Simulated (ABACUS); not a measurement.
Runs of ABACUS 3.10.1 on InAs. It takes space group F-43m (No. 216, cubic). Conventional cell: a = 6.036 Å, b = 6.036 Å, c = 6.036 Å, α = 90.00°, β = 90.00°, γ = 90.00°. Around In (site symmetry -43m) lie 4 As at 2.61 Å. As (site symmetry -43m) is surrounded by 4 In at 2.61 Å. 

```csv
task,level,potentials or basis,cell,k mesh,cutoff (eV),optimiser,force threshold,max steps,cell moves,SCF threshold on the density,mesh quality,gap on the mesh (eV),pressure (GPa)
relaxation of cell and atoms,rSCAN,"SG15 ONCV 1.2 PBE, plane waves",relaxed,5 × 5 × 5,1320,ASE BFGS,0.02 eV/Å,60,yes,1e-08,coarse,none,0.1
single point,TPSS,"SG15 ONCV 1.2 PBE, plane waves",as given,5 × 5 × 5,1320,-,-,-,-,1e-08,coarse,none,(a)
single point,rSCAN,"SG15 ONCV 1.2 PBE, plane waves",as given,5 × 5 × 5,1320,-,-,-,-,1e-08,coarse,none,2.0
single point,LDA,"PseudoDojo NC SR 0.4.1 LDA stringent, DZP LCAO (the cutoffs set its grid)",as given,7 × 7 × 7,1361,-,-,-,-,1e-07,not flagged,none,0.6
```

Alike in all rows: no spin polarisation; smearing fermi-dirac 0.05 eV.

Task: Estimate the missing entries.

Result: (a) 4.3.

Caveats: some runs use coarse meshes; the potentials were made for another functional, which shifts forces and pressure (some runs); this crystal is a semiconductor, whose small gap the functional closes, so the metal is an error of the method (some runs); the atomic orbitals were generated for these runs and aren't a published set (some runs); the basis of atomic orbitals isn't converged, which shifts pressures, moduli and gaps (some runs).

A k mesh can miss the band edges, and the runs leave out spin-orbit coupling on As, In.

A gap of «none» marks a metal or a gap under the smearing width.

The runs don't all hold the same shells in valence.

Runs at the PBE level aren't shown here.
